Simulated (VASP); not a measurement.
# ZnAu (Pm-3m) in VASP: further runs

One crystal, ZnAu, is run at these levels: PBE; tasks: single point.

Program: VASP 6.6.1. These are calculated values, not measurements. Logs are shortened: lines on timing, memory, paths and dates and some standing lists are left out, and cuts for length are marked.

## (1) The structure

The structure is cubic, space group Pm-3m (No. 221). Conventional cell: a = 3.147 Å, b = 3.147 Å, c = 3.147 Å, α = 90.00°, β = 90.00°, γ = 90.00°. Au (site symmetry m-3m) has 8 Zn at 2.73 Å as nearest neighbours. Around Zn (site symmetry m-3m) lie 8 Au at 2.73 Å.

## (2) Single point, PBE

INCAR

```
SYSTEM = ZnAu
PREC     = Accurate       ! precision mode
ENCUT    = 500            ! plane-wave cutoff, eV
EDIFF    = 1E-6           ! SCF threshold, eV
ISMEAR   = 0              ! smearing method
SIGMA    = 0.2            ! smearing width, eV
LREAL    = .FALSE.        ! projectors in reciprocal space
LASPH    = .TRUE.         ! aspherical terms in the spheres
NELM     = 100            ! most SCF steps
ALGO     = Normal         ! electronic algorithm
ISIF     = 2              ! what is computed and relaxed
LWAVE    = .FALSE.        ! write WAVECAR
LCHARG   = .FALSE.        ! write CHGCAR
GGA      = PE             ! functional
NBANDS   = 18             ! bands
ADDGRID  = .FALSE.
```

KPOINTS

```
regular mesh
0
G
  9 9 9
  0 0 0
```

POSCAR

```
ZnAu
1.0
    3.1470000000      0.0000000000      0.0000000000
    0.0000000000      3.1470000000      0.0000000000
    0.0000000000      0.0000000000      3.1470000000
Au Zn
1 1
Direct
    0.0000000000      0.0000000000      0.0000000000
    0.5000000000      0.5000000000      0.5000000000
```

Potentials or basis: VASP PAW PBE potentials, release 64 (Au, Zn).

Launch:

```bash
$ cat potpaw_PBE.64/Au/POTCAR potpaw_PBE.64/Zn/POTCAR > POTCAR
$ mpirun -np 1 vasp_std > vasp.out
```

OUTCAR:

```text
SYSTEM = ZnAu
   PREC = Accurate
   ENCUT = 500
   EDIFF = 1E-6
   ISMEAR = 0
   LREAL = .FALSE.
   LASPH = .TRUE.
   NELM = 100
   ISIF = 2
   GGA = PE

 Found     35 irreducible k-points:

 Following reciprocal coordinates:
            Coordinates               Weight
  0.000000  0.000000  0.000000      1.000000
  0.111111  0.000000  0.000000      6.000000
  0.222222  0.000000  0.000000      6.000000
  0.333333  0.000000  0.000000      6.000000
  0.444444  0.000000  0.000000      6.000000
  0.111111  0.111111  0.000000     12.000000
   k-points           NKPTS =     35   k-points in BZ     NKDIM =     35   number of bands    NBANDS=     18
   number of dos      NEDOS =    301   number of ions     NIONS =      2
   total plane-waves  NPLWV =  13824
   dimension x,y,z NGX =    24 NGY =   24 NGZ =   24
   dimension x,y,z NGXF=    48 NGYF=   48 NGZF=   48
   ions per type =               1   1
   NGX,Y,Z   is equivalent  to a cutoff of  12.68, 12.68, 12.68 a.u.
   NGXF,Y,Z  is equivalent  to a cutoff of  25.36, 25.36, 25.36 a.u.
 SYSTEM =  ZnAu
   PREC   = accura    normal or accurate (medium, high low for compatibility)
   ISTART =      0    job   : 0-new  1-cont  2-samecut
   ICHARG =      2    charge: 1-file 2-atom 10-const
   ISPIN  =      1    spin polarized calculation?
   LNONCOLLINEAR =      F non collinear calculations
   LSORBIT =      F    spin-orbit coupling
   LASPH  =      T    aspherical Exc in radial PAW
   ENCUT  =  500.0 eV  36.75 Ry    6.06 a.u.   5.74  5.74  5.74*2*pi/ulx,y,z
   NELM   =    100;   NELMIN=  2; NELMDL= -5     # of ELM steps
   EDIFF  = 0.1E-05   stopping-criterion for ELM
[... 8 lines left out ...]
   TEBEG  =    0.0;   TEEND  =   0.0 temperature during run
   PSTRESS=    0.0 pullay stress
   NELECT =      23.0000    total number of electrons
   NUPDOWN=      -1.0000    fix difference up-down
   EMIN   =  10.00;   EMAX   =-10.00  energy-range for DOS
   EFERMI =   0.00;   METHOD = LEGACY
   ISMEAR =     0;   SIGMA  =   0.20  broadening in eV -4-tet -1-fermi 0-gaus
   EFERMI_NEDOS =   21; number of points for ismear=-14 and -15
   IALGO  =     38    algorithm
   IMIX   =      4    mixing-type and parameters
     AMIX     =   0.40;   BMIX     =  1.00
     AMIX_MAG =   1.60;   BMIX_MAG =  1.00
  volume/ion in A,a.u.               =      15.58       105.16
  Fermi-wavevector in a.u.,A,eV,Ry     =   1.479406  2.795672 29.778283  2.188642
  Thomas-Fermi vector in A             =   2.593568
   LORBIT       =      0    0 simple, 1 ext, 2 COOP (PROOUT), +10 PAW based schemes
   GGA     = PE    functional components
   LHFCALC =     F    Hartree Fock is set to
   AEXX    =    0.0000 exact exchange contribution
   IVDW    =     0    specifies the selected vdW correction
   LEPSILON=     F    determine dielectric tensor
   LRPA    =     F    only Hartree local field effects (RPA)
 non-spin polarized calculation
 Gauss-broadening in eV      SIGMA  =   0.20
  energy-cutoff  :      500.00
  volume of cell :       31.17
 maximum number of plane-waves:       812
 NGX is ok and might be reduce to    24
   NGX = 11   NGY = 11   NGZ = 11

 number of electron      23.0000000 magnetization

 Free energy of the ion-electron system (eV)
  ---------------------------------------------------
  ext. energy  EPLUGINS =         0.00000000
  ---------------------------------------------------
  free energy    TOTEN  =        -4.72816157 eV

  energy without entropy =       -4.71596427  energy(sigma->0) =       -4.72206292

 E-fermi :   7.1632     XC(G=0): -12.3774

 val. band max:        7.0062754201   @ k =   0.3333   0.2222   0.0000
 cond. band min:       7.2473103934   @ k =   0.4444   0.4444   0.3333
 fundamental gap:      0.2410349732
 Fermi energy:         7.1632164752

 k-point     1 :       0.0000    0.0000    0.0000
  band No.  band energies     occupation
      1      -3.5221      2.00000
      2      -1.0293      2.00000
      3      -1.0293      2.00000
      4      -0.3375      2.00000
      5      -0.3375      2.00000
      6      -0.3375      2.00000
[... 10 lines left out ...]
     17      19.2301      0.00000
     18      25.4024      0.00000

 k-point     2 :       0.1111    0.0000    0.0000
  band No.  band energies     occupation
      1      -3.3034      2.00000
      2      -0.9817      2.00000
      3      -0.9653      2.00000
      4      -0.3400      2.00000
      5      -0.3400      2.00000
      6      -0.3196      2.00000
[... 10 lines left out ...]
     17      20.2729      0.00000
     18      25.2056      0.00000

 k-point     3 :       0.2222    0.0000    0.0000
  band No.  band energies     occupation
      1      -2.6719      2.00000
      2      -0.8538      2.00000
      3      -0.8060      2.00000
      4      -0.3443      2.00000
      5      -0.3443      2.00000
      6      -0.2733      2.00000
[... 10 lines left out ...]
     17      23.0248      0.00000
     18      24.0729      0.00000

 k-point     4 :       0.3333    0.0000    0.0000
  band No.  band energies     occupation
      1      -1.7223      2.00000
      2      -0.6916      2.00000
      3      -0.6282      2.00000
      4      -0.3451      2.00000
      5      -0.3451      2.00000
      6      -0.2191      2.00000
[... 10 lines left out ...]
     17      21.6766      0.00000
     18      21.7676      0.00000

 k-point     5 :       0.4444    0.0000    0.0000
  band No.  band energies     occupation
      1      -0.7893      2.00000
      2      -0.5723      2.00000
      3      -0.4825      2.00000
      4      -0.3428      2.00000
      5      -0.3428      2.00000
      6      -0.1827      2.00000
[... 10 lines left out ...]
     17      19.4042      0.00000
     18      19.4042      0.00000

 k-point     6 :       0.1111    0.1111    0.0000
  band No.  band energies     occupation
      1      -3.0897      2.00000
      2      -0.9335      2.00000
      3      -0.9086      2.00000
      4      -0.3729      2.00000
      5      -0.3425      2.00000
      6      -0.2821      2.00000
[... 10 lines left out ...]
     17      20.4058      0.00000
     18      24.0018      0.00000

 [... further k-points ...]
[... 5 lines left out ...]
  --------------------------------------------------------------------------------------
  -------------------------------------------------------------------------------------
  Total        1.0341238      1.0341238      1.0341238     -0.0000000      0.0000000     -0.0000000
  in kB       53.1609663     53.1609663     53.1609663     -0.0000000      0.0000000     -0.0000000
  external PRESSURE =      53.1609663 kB  Pullay stress =       0.0000000 kB

 VOLUME and BASIS-vectors are now :
 -----------------------------------------------------------------------------
  energy-cutoff  :      500.00
  volume of cell :       31.17
      direct lattice vectors                 reciprocal lattice vectors
     3.147000000  0.000000000  0.000000000     0.317762949  0.000000000  0.000000000
     0.000000000  3.147000000  0.000000000     0.000000000  0.317762949  0.000000000
     0.000000000  0.000000000  3.147000000     0.000000000  0.000000000  0.317762949

 POSITION                                       TOTAL-FORCE (eV/Angst)
 -----------------------------------------------------------------------------------
      0.00000      0.00000      0.00000         0.000000      0.000000      0.000000
      1.57350      1.57350      1.57350         0.000000      0.000000      0.000000
 -----------------------------------------------------------------------------------
    total drift:                                0.000000      0.000000     -0.000000

  FREE ENERGIE OF THE ION-ELECTRON SYSTEM (eV)
  ---------------------------------------------------
  free  energy   TOTEN  =        -4.7281615654 eV

  energy  without entropy=       -4.7159642738  energy(sigma->0) =       -4.72206292
```

Wall time 24 s (1 thread of AMD EPYC, shared host); peak memory 0.12 GiB.

These settings aren't checked as converged: the numbers below hold their error.

What came out:

```
Free energy            : -4.7282 eV
Pressure               : 5.3 GPa
Band gap on the k mesh : none (metal or under the smearing width)
```

## (3) Single point, PBE

INCAR: that of step 2 with these lines changed.

```diff
@@ -2,3 +2,3 @@
 PREC     = Accurate       ! precision mode
-ENCUT    = 500            ! plane-wave cutoff, eV
+ENCUT    = 200            ! plane-wave cutoff, eV
 EDIFF    = 1E-6           ! SCF threshold, eV
```

KPOINTS

```
regular mesh
0
G
  15 15 15
  0 0 0
```

POSCAR is that of step 2.

Potentials or basis: VASP PAW PBE potentials, release 64 (Au, Zn).

Launch:

```bash
$ cat potpaw_PBE.64/Au/POTCAR potpaw_PBE.64/Zn/POTCAR > POTCAR
$ mpirun -np 1 vasp_std > vasp.out
```

Run time: 24 s. Hardware: 1 thread of AMD EPYC, shared host; peak memory 0.09 GiB.

The run converged, but a check on its numbers failed (symmetry, net force, bounds or a known fault of this set-up), so they aren't taken as properties of the crystal.

Caveat: the cutoff lies under the usual one of these potentials, so the numbers hold a large basis-set error; a pressure of tens of GPa on the cell as given is suspect, and the run, the potentials or the cell itself is likely at fault.

## (4) Single point, PBE

INCAR: that of step 3 with these lines changed.

```diff
@@ -2,3 +2,3 @@
 PREC     = Accurate       ! precision mode
-ENCUT    = 200            ! plane-wave cutoff, eV
+ENCUT    = 900            ! plane-wave cutoff, eV
 EDIFF    = 1E-6           ! SCF threshold, eV
```

KPOINTS

```
regular mesh
0
G
  8 8 8
  0 0 0
```

POSCAR is that of step 3.

Launch:

```bash
$ cat potpaw_PBE.64/Au/POTCAR potpaw_PBE.64/Zn/POTCAR > POTCAR
$ mpirun -np 1 vasp_std > vasp.out
```

Wall time 50 s (1 thread of AMD EPYC, shared host); peak memory 0.18 GiB.

These settings aren't checked as converged: the numbers below hold their error.

Results:

```
Free energy            : -4.7400 eV
Pressure               : 5.2 GPa
Band gap on the k mesh : none (metal or under the smearing width)
```

## (5) The reference run

An earlier run on the cell as given: functional PBE; potentials or basis VASP PAW PBE potentials, release 64 (Au, Zn); cutoff 520 eV; k mesh 8 × 8 × 8; occupations fermi-dirac, width 0.05 eV; no spin polarisation.

- Pressure: 5.2 GPa
- Band gap on the k mesh: none (metal or under the smearing width)
